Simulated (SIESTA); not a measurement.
# Zn under changes of volume

One of the cells (15.636 Å³/atom); the others are scaled copies at fixed shape and fractional positions:

```
CELL_PARAMETERS angstrom
2.68768 0.00000 0.00000
-1.34384 2.32760 0.00000
0.00000 0.00000 4.99889
ATOMIC_POSITIONS crystal
Zn 0.66667 0.33333 0.75000
Zn 0.33333 0.66667 0.25000
```

| Quantity | Value |
| --- | --- |
| Program | SIESTA 5.4.2 |
| Functional | PBE |
| Potentials or basis | PseudoDojo 0.4 standard (PBE files) |
| Basis | DZP (energy shift 0.002 Ry) |
| Grid cutoff | 800 Ry |
| Energy shift | 0.002 Ry |
| k mesh | 11 × 11 × 6 |
| Occupations | fermi-dirac, width 0.05 eV |
| Spin | no spin polarisation |

| volume (Å³/atom) | energy over the lowest point (meV/atom) | pressure (GPa) |
| --- | --- | --- |
| 14.410 | 7.58 | 3.7 |
| 14.716 | 1.82 | 2.2 |
| 15.023 | 0.00 | -0.5 |
| 15.636 | 9.15 | -3.4 |
| 15.943 | 16.66 | -4.7 |
| 16.249 | ? | ? |

Q: What does the run at 16.249 Å³/atom give?

A: Energy over the lowest point 28.11 meV/atom; pressure -7.0 GPa.

Worked out: A Birch-Murnaghan fit of order 3 (a polynomial in V^(-2/3)) to the other rows has its minimum at 14.94 Å³/atom with B0 = V·E''(V) = 107 GPa (rough, since the energies scatter) at fixed shape and positions, which overstates the stiffness. It gives 25.84 meV/atom at 16.249 Å³/atom, against the run's 28.11, and -dE/dV = -5.0 GPa, against -7.0.

Energies are extrapolated to zero smearing.

Caveats: semicore shells carry a single zeta, which can move pressures by several GPa and volumes by a few percent; the basis of atomic orbitals isn't converged, which shifts pressures, moduli and gaps.
